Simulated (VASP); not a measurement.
# Relaxed cell of AlN: a test of cutoff and mesh, part 2 of 2

How far does the relaxed cell of AlN depend on cutoff and k mesh? The starting structure is a measured crystal structure from the Crystallography Open Database. The first relaxation on each setting starts from this cell expanded by 3 % in volume.

VASP 6.6.1.

Results so far: reference 10.46 Å³ an atom; a cutoff of 400 eV 10.28 Å³ an atom; a 4×4×3 mesh 10.46 Å³ an atom.

## (5) Relaxation with a cutoff of 680 eV

Level of this step: PBEsol; plane waves and PAW (Al, N) (VASP).

Against step 2 the input has ENCUT = 680. This run starts from the cell of an earlier relaxation, which isn't shown; the restart sets up the plane waves anew.

File INCAR:

```
SYSTEM = AlN
PREC = Accurate
ENCUT = 680
EDIFF = 1E-06
NELM = 100
ISMEAR = 0
SIGMA = 0.03
LREAL = .FALSE.
ALGO = Normal
GGA = PS
NBANDS = 14
LORBIT = 11
LWAVE = .FALSE.
LCHARG = .FALSE.
KPAR = 8
IBRION = 2
NSW = 50
ISIF = 3
EDIFFG = -0.006
```

File POSCAR:

```
AlN
1.0
    3.1128210274      0.0000000000      0.0000000000
   -1.5564105137      2.6957820872      0.0000000000
    0.0000000000      0.0000000000      4.9813806051
Al N
2 2
Direct
    0.6666666667      0.3333333333      0.5014735887
    0.3333333333      0.6666666667      0.0014735887
    0.6666666667      0.3333333333      0.8835264113
    0.3333333333      0.6666666667      0.3835264113
```

File KPOINTS:

```
Automatic mesh
0
Gamma
8 8 4
0 0 0
```

PAW data sets: Al and N (PBE family, release 64).

Run with:

```
$ mpirun -np 8 vasp_std
```

What it wrote:

```text
[... set-up lines as in an earlier step ...]
 entering main loop
       N       E                     dE             d eps       ncg     rms          rms(c)
DAV:   1     0.589471427350E+02    0.58947E+02   -0.85959E+03   840   0.126E+03
DAV:   2    -0.306219899696E+02   -0.89569E+02   -0.80841E+02  1166   0.247E+02
DAV:   3    -0.357300626350E+02   -0.51081E+01   -0.50746E+01  1176   0.634E+01
DAV:   4    -0.357746113574E+02   -0.44549E-01   -0.44538E-01   954   0.672E+00
[...]
DAV:  11    -0.313214317882E+02    0.13630E-03   -0.29927E-04  1110   0.141E-01    0.359E-02
DAV:  12    -0.313214312321E+02    0.55605E-06   -0.12861E-05  1062   0.318E-02    0.776E-03
DAV:  13    -0.313214307533E+02    0.47883E-06   -0.58664E-06  1104   0.206E-02
   1 F= -.31321431E+02 E0= -.31321431E+02  d E =-.313214E+02
[...]
reached required accuracy - stopping structural energy minimisation
```

Elapsed: 5.6 s, on 8 MPI ranks of Intel Xeon 6975P-C (Granite Rapids), shared host; peak memory 1.5 GiB; 38 s of CPU time.

OUTCAR, selected parts (step 5):

```text
  Total        0.0152481      0.0152481      0.0119285      0.0000000     -0.0000000     -0.0000000
  in kB        0.5844366      0.5844366      0.4572022      0.0000000     -0.0000000     -0.0000000
  external PRESSURE =       0.5420251 kB  Pullay stress =       0.0000000 kB

 POSITION                                       TOTAL-FORCE (eV/Angst)
 -----------------------------------------------------------------------------------
      1.55641      0.89859      2.49803         0.000000     -0.000000      0.001857
     -0.00000      1.79719      0.00734        -0.000000      0.000000      0.001857
      1.55641      0.89859      4.40118         0.000000     -0.000000     -0.001857
     -0.00000      1.79719      1.91049        -0.000000      0.000000     -0.001857
 -----------------------------------------------------------------------------------
    total drift:                               -0.000000      0.000000      0.000690

  FREE ENERGIE OF THE ION-ELECTRON SYSTEM (eV)
  ---------------------------------------------------
  free  energy   TOTEN  =       -31.3214307533 eV

  energy  without entropy=      -31.3214307533  energy(sigma->0) =      -31.32143075

[... 2 parts as in an earlier step ...]

[... 2 further parts left out ...]
[key lines of the parts left out:]
E-fermi :   6.2344
```

With a cutoff of 680 eV the cell ends at 10.450 Å³ an atom, -0.07 % from the reference; the bulk modulus is 202.8 GPa against 202.2 GPa.

## (6) Relaxation with a 12×12×6 mesh

Against step 2 the input has a 12×12×6 mesh. This run starts from the cell of an earlier relaxation, which isn't shown; the restart sets up the plane waves anew.

INCAR, as its differences from that of step 5:

```diff
@@ -2,3 +2,3 @@
 PREC = Accurate
-ENCUT = 680
+ENCUT = 520
 EDIFF = 1E-06
```

File POSCAR:

```
AlN
1.0
    3.1133910478      0.0000000000      0.0000000000
   -1.5566955240      2.6962757394      0.0000000000
    0.0000000000      0.0000000000      4.9832486343
Al N
2 2
Direct
    0.6666666667      0.3333333333      0.5014943069
    0.3333333333      0.6666666667      0.0014943069
    0.6666666667      0.3333333333      0.8835056931
    0.3333333333      0.6666666667      0.3835056931
```

File KPOINTS:

```
Automatic mesh
0
Gamma
12 12 6
0 0 0
```

Run with:

```
$ mpirun -np 8 vasp_std
```

What it wrote:

```text
[... set-up lines as in an earlier step ...]
 entering main loop
       N       E                     dE             d eps       ncg     rms          rms(c)
DAV:   1     0.429117894028E+02    0.42912E+02   -0.74867E+03  2136   0.102E+03
DAV:   2    -0.320830062010E+02   -0.74995E+02   -0.68336E+02  2984   0.201E+02
DAV:   3    -0.357342226312E+02   -0.36512E+01   -0.36373E+01  2890   0.468E+01
DAV:   4    -0.357592249403E+02   -0.25002E-01   -0.25000E-01  2326   0.445E+00
[...]
DAV:  11    -0.313124243697E+02    0.81616E-04   -0.15571E-04  2794   0.964E-02    0.350E-02
DAV:  12    -0.313124228857E+02    0.14840E-05   -0.64705E-06  2626   0.224E-02    0.497E-03
DAV:  13    -0.313124224347E+02    0.45094E-06   -0.30509E-06  2668   0.132E-02
   1 F= -.31312422E+02 E0= -.31312422E+02  d E =-.313124E+02
[...]
reached required accuracy - stopping structural energy minimisation
```

Run time: 5.8 s. Hardware: 8 MPI ranks; peak memory 1.4 GiB.

Parts of OUTCAR (step 6):

```text
  Total        0.0182000      0.0182000      0.0080394     -0.0000000      0.0000000      0.0000000
  in kB        0.6970627      0.6970627      0.3079109     -0.0000000      0.0000000      0.0000000
  external PRESSURE =       0.5673455 kB  Pullay stress =       0.0000000 kB

 POSITION                                       TOTAL-FORCE (eV/Angst)
 -----------------------------------------------------------------------------------
      1.55670      0.89876      2.49907         0.000000      0.000000      0.001934
     -0.00000      1.79752      0.00745         0.000000      0.000000      0.001934
      1.55670      0.89876      4.40273        -0.000000      0.000000     -0.001934
     -0.00000      1.79752      1.91110         0.000000      0.000000     -0.001934
 -----------------------------------------------------------------------------------
    total drift:                               -0.000000      0.000000      0.000587

  FREE ENERGIE OF THE ION-ELECTRON SYSTEM (eV)
  ---------------------------------------------------
  free  energy   TOTEN  =       -31.3124224347 eV

  energy  without entropy=      -31.3124224347  energy(sigma->0) =      -31.31242243

[... 1 part as in an earlier step ...]

[... 3 further parts left out ...]
[key lines of the parts left out:]
E-fermi :   6.2301
```

With a 12×12×6 mesh the cell ends at 10.458 Å³ an atom, +0.00 % from the reference; the bulk modulus is 202.2 GPa against 202.2 GPa.

## (7) All runs side by side

| run | volume (Å³/atom) | change (%) | bulk modulus (GPa) | pressure left (GPa) | core minutes |
| --- | --- | --- | --- | --- | --- |
| reference | 10.458 | - | 202.2 | 0.06 | 2.29 |
| a cutoff of 400 eV | 10.284 | -1.67 | 211.0 | 0.0 | 1.57 |
| a 4×4×3 mesh | 10.46 | 0.02 | 201.0 | -0.06 | 0.96 |
| a cutoff of 680 eV | 10.45 | -0.07 | 202.8 | 0.05 | 3.81 |
| a 12×12×6 mesh | 10.458 | 0.0 | 202.2 | 0.06 | 3.25 |

Core minutes are wall time times ranks, summed over the relaxations behind a row (those for a bulk modulus apart), on shared hosts.

## (8) Summary of results

| Item | Value |
| --- | --- |
| volume of the reference | 10.46 Å³/atom |
| volume against the reference, a cutoff of 400 eV | -1.67 % |
| volume against the reference, a 4×4×3 mesh | +0.02 % |
| volume against the reference, a cutoff of 680 eV | -0.07 % |
| volume against the reference, a 12×12×6 mesh | +0.00 % |

The volume moves most with a cutoff of 400 eV: -1.67 % against the reference (520 eV, 8×8×4 mesh). On finer settings it changes by -0.07 % with a cutoff of 680 eV and +0.00 % with a 12×12×6 mesh. The relaxations stop with up to 0.06 GPa left, which at the bulk modulus found here is 0.03 % of the volume, and more along a soft axis. That understates it: a restart alone still moved the volume by up to 0.3 %. A cell that shrinks at the lower cutoff is the usual mark of Pulay stress, the error that a plane-wave basis makes when it is kept while the volume changes. The bulk modulus is more sensitive: it changes by +4.4 % with a cutoff of 400 eV. Further runs on this material are not shown.

[Lines on the potential files, build, host, timing and source positions are cut from VASP's logs without a mark.]

[Logs are printed without paths, hosts, clocks, repeated set-up lines and the standing remarks that a program may print on its own settings, such as how far it seeks lower states.]

[Hosts, paths, dates, database ids (printed as entryN), source tags and the programs' standing remarks are cut or masked in the printed files.]
